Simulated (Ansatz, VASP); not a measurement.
# MgO2: VASP beside Ansatz

The input INCAR:

```
ALGO = Normal
EDIFF = 1E-6
ENCUT = 520
GGA = PS
ISIF = 2
ISMEAR = 0
LASPH = True
LCHARG = False
LREAL = False
LWAVE = False
NBANDS = 40
NELM = 80
PREC = Accurate
SIGMA = 0.1
```

The input KPOINTS:

```
k-points
0
Gamma
  4 4 4
```

Contents of POSCAR:

```
MgO2
1.0
    4.8286124700      0.0000000000      0.0000000000
    0.0000000000      4.8286124700      0.0000000000
    0.0000000000      0.0000000000      4.8286124700
Mg O
4 8
Direct
    0.0000000000      0.5000000000      0.5000000000
    0.5000000000      0.5000000000      0.0000000000
    0.5000000000      0.0000000000      0.5000000000
    0.0000000000      0.0000000000      0.0000000000
    0.4105755600      0.0894244400      0.9105755600
    0.0894244400      0.9105755600      0.4105755600
    0.9105755600      0.4105755600      0.0894244400
    0.5894244400      0.5894244400      0.5894244400
    0.4105755600      0.4105755600      0.4105755600
    0.0894244400      0.5894244400      0.9105755600
    0.9105755600      0.0894244400      0.5894244400
    0.5894244400      0.9105755600      0.0894244400
```

Input for Ansatz:

```yaml
crystal:
  lattice:
    - [4.82861247, 0.0, 0.0]
    - [0.0, 4.82861247, 0.0]
    - [0.0, 0.0, 4.82861247]
  atoms:
    - { symbol: Mg, position: [0.0, 0.5, 0.5] }
    - { symbol: Mg, position: [0.5, 0.5, 0.0] }
    - { symbol: Mg, position: [0.5, 0.0, 0.5] }
    - { symbol: Mg, position: [0.0, 0.0, 0.0] }
    - { symbol: O, position: [0.41057556, 0.08942444, 0.91057556] }
    - { symbol: O, position: [0.08942444, 0.91057556, 0.41057556] }
    - { symbol: O, position: [0.91057556, 0.41057556, 0.08942444] }
    - { symbol: O, position: [0.58942444, 0.58942444, 0.58942444] }
    - { symbol: O, position: [0.41057556, 0.41057556, 0.41057556] }
    - { symbol: O, position: [0.08942444, 0.58942444, 0.91057556] }
    - { symbol: O, position: [0.91057556, 0.08942444, 0.58942444] }
    - { symbol: O, position: [0.58942444, 0.91057556, 0.08942444] }
basis:
  ecutwfc: 420
kpoints:
  mp_grid: { grid: [4, 4, 4] }
hamiltonian:
  xc: pbesol
scf:
  occupations: { method: gaussian, width: 0.1 }
output:
  forces: true
  stress: true
  eigenvalues: true
```

The cell is a database's computed one.

Alike in both runs: task single point; functional PBEsol; k mesh 4 × 4 × 4; occupations gaussian, width 0.1 eV; no spin polarisation.

```csv
,VASP,Ansatz
version,VASP 6.6.1,Ansatz 0.2.0
potentials or method,"VASP PAW PBE potentials, release 64 (Mg, O)","scalar-relativistic, plane waves, PAW"
plane-wave cutoff (eV),520,420
valence electrons in the cell,56,88
```

|  | VASP | Ansatz | Ansatz less VASP |
| --- | --- | --- | --- |
| gap on the k mesh at the Fermi level (eV) | 3.83 | 3.86 | +0.026 |
| least direct gap on the mesh (eV) | 4.03 | 4.06 | +0.026 |
| pressure (GPa) | 0.3 | 0.5 | +0.11 |
| rms of the force components (eV/Å) | 0.083 | 0.168 | +0.0853 |

Atom by atom the forces differ by 0.085 eV/Å (rms over components). The two sets of potentials don't hold the same shells in valence.

Caveats: the PAW data sets were made with another functional, which shifts forces and pressure a little (VASP). A k mesh can miss the band edges. PBEsol gaps usually lie below the measured ones, often by a third to a half.
